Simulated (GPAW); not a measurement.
# Mo (Im-3m) in GPAW: a series of runs

Aim: see how the results for Mo move with the level of theory and the settings. Levels: revPBE+D3, PBEsol. Tasks: equation of state, band structure.

Everything below comes from runs of GPAW 26.7.0. Logs are shortened: lines on timing, memory, paths and dates and some standing lists are left out, and cuts for length are marked. The log counts tension as positive stress, the text compression.

### Step 1. Starting point

It takes space group Im-3m (No. 229, cubic). Conventional cell: a = 3.168 Å, b = 3.168 Å, c = 3.168 Å, α = 90.00°, β = 90.00°, γ = 90.00°. Mo (site symmetry m-3m) has 8 Mo at 2.74 Å as nearest neighbours.

### Step 2. Equation of state, revPBE+D3

Contents of run.py:

```python
from ase.calculators.mixing import SumCalculator
from ase.eos import EquationOfState
from ase.io import Trajectory
from ase.spacegroup import crystal
from ase.units import GPa
from dftd3.ase import DFTD3
from gpaw import GPAW, PW

# Mo 2a
atoms = crystal(['Mo'],
                basis=[[0.0, 0.0, 0.0]],
                spacegroup=229, setting=1,  # Im-3m
                cellpar=[3.16761794, 3.16761794, 3.16761794, 90.0, 90.0, 90.0],
                primitive_cell=True)

traj = Trajectory('eos.traj', 'w')
volumes, energies = [], []
for x in [0.94, 0.96, 0.98, 1.0, 1.02, 1.04, 1.06]:
    a = atoms.copy()
    a.set_cell(atoms.cell * x**(1 / 3), scale_atoms=True)
    calc = GPAW(mode=PW(600),
                xc='revPBE',
                kpts={'size': (9, 9, 9), 'gamma': True},
                occupations={'name': 'fermi-dirac', 'width': 0.05},
                nbands=16,
                convergence={'density': 1e-05, 'energy': 1e-05},
                maxiter=150,
                txt=f'eos-{x:.2f}.txt')
    a.calc = SumCalculator([calc, DFTD3(method='revpbe', damping='d3zero')])
    energies.append(a.get_potential_energy())
    volumes.append(a.get_volume())
    p = -a.get_stress()[:3].mean() / GPa
    calc.write(f'eos-{x:.2f}.gpw')
    traj.write(a)
    print(f'{x:.2f} {volumes[-1]:10.4f} A^3 {energies[-1]:14.6f} eV {p:9.3f} GPa', flush=True)

v0, e0, B = EquationOfState(volumes, energies, eos='birchmurnaghan').fit()
print(f'V0 = {v0:.4f} A^3, E0 = {e0:.6f} eV, B0 = {B / GPa:.2f} GPa')
```

Potentials or basis: the program's PAW data sets (release 1.2.1) made for this functional, pw.

Started as:

```console
OMP_NUM_THREADS=1 python run.py
```

Output:

```text
__  _  _
 | _ |_)|_||  |
 |__||  | ||/\| - 26.7.0

Input parameters:
  mode=PW(ecut=600.0),
  convergence={'density': 1e-05, 'energy': 1e-05},
  kpts=MonkhorstPack(size=(9, 9, 9), gamma=True),
  maxiter=150,
  nbands=16,
  occupations=Occupations(name='fermi-dirac', width=0.05),
  xc=XC(name='revPBE')

Diagonalizing LCAO Hamiltonian
Converting LCAO to pw mode

       Mo

Atoms  # Å, Bohr magnetons
|   | symbol |        x |        y |        z |    initial magnetic moments |
|---|--------|----------|----------|----------|-----------------------------|
| 0 |     Mo | 0.000000 | 0.000000 | 0.000000 | ( 0.0000,  0.0000,  0.0000) |

Unit cell  # Å
| periodic |         x |         y |         z |  lengths |     angles |
|----------|-----------|-----------|-----------|----------|------------|
|      yes | -1.551477 |  1.551477 |  1.551477 | 2.687237 | 109.471221 |
|      yes |  1.551477 | -1.551477 |  1.551477 | 2.687237 | 109.471221 |
|      yes |  1.551477 |  1.551477 | -1.551477 | 2.687237 | 109.471221 |

Number of symmetries: 48
Symmetry operations  # r_c * U_cc + t_c -> r_c
|    | kind |            matrix            |
|----|------|------------------------------|
|  0 |  σ   |  1, 1, 1,  0, 0,-1,  0,-1, 0 |
|  1 |  C4  |  1, 1, 1,  0, 0,-1, -1, 0, 0 |
|  2 |  C2  |  1, 1, 1,  0,-1, 0,  0, 0,-1 |
|  3 |  S6  |  1, 1, 1,  0,-1, 0, -1, 0, 0 |
|  4 |  S6  |  1, 1, 1, -1, 0, 0,  0, 0,-1 |
|  5 |  C4  |  1, 1, 1, -1, 0, 0,  0,-1, 0 |
|  6 |  E   |  1, 0, 0,  0, 1, 0,  0, 0, 1 |
|  7 |  σ   |  1, 0, 0,  0, 1, 0, -1,-1,-1 |
|  8 |  σ   |  1, 0, 0,  0, 0, 1,  0, 1, 0 |
|  9 |  C3  |  1, 0, 0,  0, 0, 1, -1,-1,-1 |
| 10 |  C3  |  1, 0, 0, -1,-1,-1,  0, 1, 0 |
| 11 |  σ   |  1, 0, 0, -1,-1,-1,  0, 0, 1 |
| 12 |  σ   |  0, 1, 0,  1, 0, 0,  0, 0, 1 |
| 13 |  C2  |  0, 1, 0,  1, 0, 0, -1,-1,-1 |
| 14 |  C3  |  0, 1, 0,  0, 0, 1,  1, 0, 0 |
| 15 |  S4  |  0, 1, 0,  0, 0, 1, -1,-1,-1 |
| 16 |  S4  |  0, 1, 0, -1,-1,-1,  1, 0, 0 |
| 17 |  C3  |  0, 1, 0, -1,-1,-1,  0, 0, 1 |
| 18 |  C3  |  0, 0, 1,  1, 0, 0,  0, 1, 0 |
| 19 |  S4  |  0, 0, 1,  1, 0, 0, -1,-1,-1 |
| 20 |  σ   |  0, 0, 1,  0, 1, 0,  1, 0, 0 |
| 21 |  C3  |  0, 0, 1,  0, 1, 0, -1,-1,-1 |
| 22 |  C2  |  0, 0, 1, -1,-1,-1,  1, 0, 0 |
| 23 |  S4  |  0, 0, 1, -1,-1,-1,  0, 1, 0 |
| 24 |  C4  |  0, 0,-1,  1, 1, 1,  0,-1, 0 |
| 25 |  σ   |  0, 0,-1,  1, 1, 1, -1, 0, 0 |
| 26 |  S6  |  0, 0,-1,  0,-1, 0,  1, 1, 1 |
| 27 |  C2  |  0, 0,-1,  0,-1, 0, -1, 0, 0 |
| 28 |  C4  |  0, 0,-1, -1, 0, 0,  1, 1, 1 |
| 29 |  S6  |  0, 0,-1, -1, 0, 0,  0,-1, 0 |
| 30 |  S6  |  0,-1, 0,  1, 1, 1,  0, 0,-1 |
| 31 |  C4  |  0,-1, 0,  1, 1, 1, -1, 0, 0 |
| 32 |  C4  |  0,-1, 0,  0, 0,-1,  1, 1, 1 |
| 33 |  S6  |  0,-1, 0,  0, 0,-1, -1, 0, 0 |
| 34 |  σ   |  0,-1, 0, -1, 0, 0,  1, 1, 1 |
| 35 |  C2  |  0,-1, 0, -1, 0, 0,  0, 0,-1 |
| 36 |  C2  | -1, 0, 0,  1, 1, 1,  0, 0,-1 |
| 37 |  S6  | -1, 0, 0,  1, 1, 1,  0,-1, 0 |
| 38 |  S6  | -1, 0, 0,  0, 0,-1,  1, 1, 1 |
| 39 |  C2  | -1, 0, 0,  0, 0,-1,  0,-1, 0 |
| 40 |  C2  | -1, 0, 0,  0,-1, 0,  1, 1, 1 |
| 41 |  i   | -1, 0, 0,  0,-1, 0,  0, 0,-1 |
| 42 |  S4  | -1,-1,-1,  1, 0, 0,  0, 1, 0 |
| 43 |  C3  | -1,-1,-1,  1, 0, 0,  0, 0, 1 |
| 44 |  C3  | -1,-1,-1,  0, 1, 0,  1, 0, 0 |
| 45 |  σ   | -1,-1,-1,  0, 1, 0,  0, 0, 1 |
| 46 |  S4  | -1,-1,-1,  0, 0, 1,  1, 0, 0 |
| 47 |  C2  | -1,-1,-1,  0, 0, 1,  0, 1, 0 |

BZ-sampling:
  Number of BZ points: 729
  Number of IBZ points: 35

  Monkhorst-Pack size: [9, 9, 9]
  Monkhorst-Pack shift: [0, 0, 0]

K-points  # in reciprocal-cell coordinates
|     |                                coordinates |     weight |
|-----|--------------------------------------------|------------|
|   0 | (  0.00000000,   0.00000000,   0.00000000) | 0.00137174 |
|   1 | (  0.11111111,   0.00000000,   0.00000000) | 0.01646091 |
|   2 | (  0.11111111,   0.11111111,  -0.11111111) | 0.00823045 |
|   3 | (  0.22222222,   0.00000000,  -0.11111111) | 0.03292181 |
|   4 | (  0.22222222,   0.00000000,   0.00000000) | 0.01646091 |
|   5 | (  0.22222222,   0.11111111,  -0.11111111) | 0.03292181 |
|   6 | (  0.22222222,   0.22222222,  -0.22222222) | 0.00823045 |
|   7 | (  0.33333333,  -0.11111111,  -0.11111111) | 0.01097394 |
|   8 | (  0.33333333,   0.00000000,  -0.11111111) | 0.06584362 |
|   9 | (  0.33333333,   0.00000000,   0.00000000) | 0.01646091 |
| ... |                                            |            |
|  34 | (  0.44444444,   0.44444444,   0.44444444) | 0.01097394 |

Plane wave coefficients: 531
Cutoff: 600.0 eV

Spin-components: 1 (collinear spins)
Bands:           16
Projectors:      6
Spin-degeneracy: 2
Datatype:        complex128

Parallelization:
  kpt:    1
  domain: 1
  band:   1

Density:
  Valence electrons: 14.0
  Components: 1
  Grid points: [16 16 16]
  Charge: 0.0  # |e|

Potential:
  Grid points: [16 16 16]

species:
  Mo:
    name:    Molybdenum
    Z:       42.0
    valence: 14
    core:    28
    charge:  0.0  # [|e|]
    compensation charges:
      type: gauss
      rc: 0.38  # [Å]
      lmax: 2
    cutoffs:
      filter: 2.16  # [Å]
      core: 1.42  # [Å]
    projectors
    | kind |    occ | energy [eV] | rcut [Å] |
    |------|--------|-------------|----------|
    |   4s |  2.000 |     -64.252 |    1.238 |
    |   5s |  1.000 |      -3.999 |    1.238 |
    |   4p |  6.000 |     -38.444 |    1.296 |
    |   5p |  0.000 |      -1.008 |    1.296 |
    |   4d |  5.000 |      -3.700 |    1.296 |
    |    d |        |      23.512 |    1.296 |

    Using partial waves for Mo as LCAO basis

Reference energy: -110139.510921  # eV

eigensolver:
  PPCG
  Converge bands: occupied
  niter=2

density mixing:
  MSR1-Mixer
  Pratt-step length: 0.05
  Maximum mixing coefficient: 0.75
  Old densities: 10
  SVD Regularization: 0.005
  Good broyden scale: 1.0
  Trust region scale: 1.0
  Backstep threshold: 4.0
  History deletion threshold: 6.0
  Fourier metric: weight=20.0, sigma=0.015

occupation numbers:
  Fermi-Dirac:
    width: 0.0500  # eV

poisson solver:
  ecut: 4800.0  # eV

xc functional:
  name: revPBE with 2 nearest neighbor stencil

convergence criteria:
[... 6 lines left out ...]
|iter     | |      energy | eigst |  dens |
|---------|-|-------------|-------|-------|
|iter:   1| |  -11.589281 | +0.32 |       |
|iter:   2| |  -11.442561 | -2.25 | -1.01 |
|iter:   3| |  -10.773833 | -1.51 | -1.05 |
|iter:   4| |  -10.773598 | -3.04 | -1.86 |
|iter:   5| |  -10.775045 | -4.05 | -2.18 |
|iter:   6| |  -10.775050 | -6.15 | -3.58 |
|iter:   7| |  -10.775051c| -6.91 | -3.94 |
|iter:   8| |  -10.775051c| -8.54c| -5.29c|

Converged in 8 steps
Energy contributions relative to reference atoms: (reference = -110139.510921)

Energy contributions:
  Kinetic:          -8.008250
  Coulomb:           3.392998
  Zero:             -0.301503
  External:          0.000000
  Xc:               -5.855848
  Entropy:          -0.004895
  Spinorbit:         0.000000
  ----------------------------
  Free energy:     -10.777499
  Extrapolated:    -10.775051

dipole moment: (-5.800334, -5.800334, -5.800334)  # |e|*Ang

Fermi level: 14.298
Eigenvalues  # (at kpt = [0.000, 0.000, 0.000])
| band index |      eig [eV] | occ [0-2] |
|------------|---------------|-----------|
|          0 |       -47.012 |     2.000 |
|          1 |       -20.215 |     2.000 |
|          2 |       -20.215 |     2.000 |
|          3 |       -20.215 |     2.000 |
|          4 |         7.065 |     2.000 |
|          5 |        12.917 |     2.000 |
[... 8 lines left out ...]
|         14 |        41.185 |     0.000 |
|         15 |        45.403 |     0.000 |

No gap
No difference between direct/indirect transitions

Stress tensor  # eV/Ang^3
|         x |         y |         z |
|-----------|-----------|-----------|
| -0.113748 | -0.000000 | -0.000000 |
| -0.000000 | -0.113748 |  0.000000 |
| -0.000000 |  0.000000 | -0.113748 |

# Writing to eos-0.94.gpw (mode='')
```

Wall time 15 s (1 thread of AMD EPYC 9R45 (Zen 5), shared host); peak memory 0.18 GiB.

Results:

```yaml
Equilibrium_volume: 15.11 Å³/atom
Bulk_modulus: 283 GPa
Pressure_derivative_of_the_bulk_modulus: 4.7
```

Energy against volume, from the lowest point:
```csv
volume (Å³/atom),energy (meV/atom)
14.938,0.63
15.256,0.00
15.574,10.55
15.892,31.02
16.209,60.29
16.527,97.38
16.845,141.34
```

### Step 3. Band structure, PBEsol, spin-orbit coupling, no magnetisation

Contents of run.py:

```python
import numpy as np
from ase import Atoms
from ase.dft.bandgap import bandgap
from ase.io import write
from ase.units import GPa
from gpaw import GPAW, PW, setup_paths
from gpaw.spinorbit import soc_eigenstates

setup_paths.insert(0, '.')

atoms = Atoms(['Mo'],
              cell=[[-1.5838089719, 1.5838089719, 1.5838089719],
                    [1.5838089719, -1.5838089719, 1.5838089719],
                    [1.5838089719, 1.5838089719, -1.5838089719]],
              scaled_positions=[[0.0, 0.0, 0.0]],
              pbc=True)

calc = GPAW(mode=PW(600),
            xc='PBEsol',
            kpts={'size': (9, 9, 9), 'gamma': True},
            occupations={'name': 'fermi-dirac', 'width': 0.05},
            nbands=16,
            convergence={'density': 1e-05, 'energy': 1e-05},
            maxiter=150,
            txt='gpaw.txt')
atoms.calc = calc
energy = atoms.get_potential_energy()
forces = atoms.get_forces()
stress = atoms.get_stress()
calc.write('gs.gpw')
write('result.traj', atoms)
print(f'Energy: {energy:.6f} eV')
print('Forces (eV/A):')
print(forces.round(4))
print('Stress (GPa):', (stress / GPa).round(3))
print('Fermi level:', round(calc.get_fermi_level(), 4), 'eV')
print(f'Gap: {bandgap(calc)[0]:.4f} eV, direct: {bandgap(calc, direct=True)[0]:.4f} eV')

path = atoms.cell.bandpath('GHNGPH,PN', npoints=60, eps=1e-4)
bs_calc = calc.fixed_density(kpts=path, symmetry='off', nbands=24,
                             convergence={'bands': 'CBM+6.0', 'eigenstates': 1e-6}, txt='bands.txt')
bs = bs_calc.band_structure()
bs.write('bs.json')
print(f'Gap on the path: {bandgap(bs_calc)[0]:.4f} eV')

soc = soc_eigenstates(bs_calc, theta=90, phi=0)
np.savetxt('soc_bands.dat', soc.eigenvalues(), fmt='%.4f')
mesh = soc_eigenstates('gs.gpw', theta=90, phi=0)
np.savetxt('soc_mesh.dat', mesh.eigenvalues(), fmt='%.4f')
print('Fermi level with spin-orbit coupling:', round(mesh.fermi_level, 4), 'eV')
```

Potentials or basis: PAW data sets generated in the run's folder for this functional, pw.

Started as:

```console
gpaw-setup -f PBEsol Mo
OMP_NUM_THREADS=1 python run.py
```

Run time: 6.1 s. Hardware: 1 thread of AMD EPYC 9R45 (Zen 5), shared host; peak memory 0.19 GiB.

The run converged. Its results:

```
Free energy             : -12.0964 eV
Pressure                : -10.2 GPa
Band gap along the path : none (metal or under the smearing width)
```

Levels at the corners of the path, in eV from the Fermi level:
```
point  band 11  band 12  band 13  band 14  band 15  band 16  band 17  band 18
    Γ    -1.34    -1.34    -1.34    -1.34    -1.20    -1.20     1.61     1.61
    H    -5.25    -5.25     3.83     3.83     3.83     3.83     4.04     4.04
    N    -3.26    -3.26     1.57     1.57     1.63     1.63     2.24     2.24
    Γ    -1.34    -1.34    -1.34    -1.34    -1.20    -1.20     1.61     1.61
    P    -2.50    -2.50    -2.50    -2.50     2.36     2.36     2.36     2.36
    H    -5.25    -5.25     3.83     3.83     3.83     3.83     4.04     4.04
    P    -2.50    -2.50    -2.50    -2.50     2.36     2.36     2.36     2.36
    N    -3.26    -3.26     1.57     1.57     1.63     1.63     2.24     2.24
```

Caveat: spin-orbit coupling was added after a scalar SCF, so levels and gaps hold it while energy, forces, pressure and moments don't; this program's spin-orbit splittings come out too wide for heavy elements.
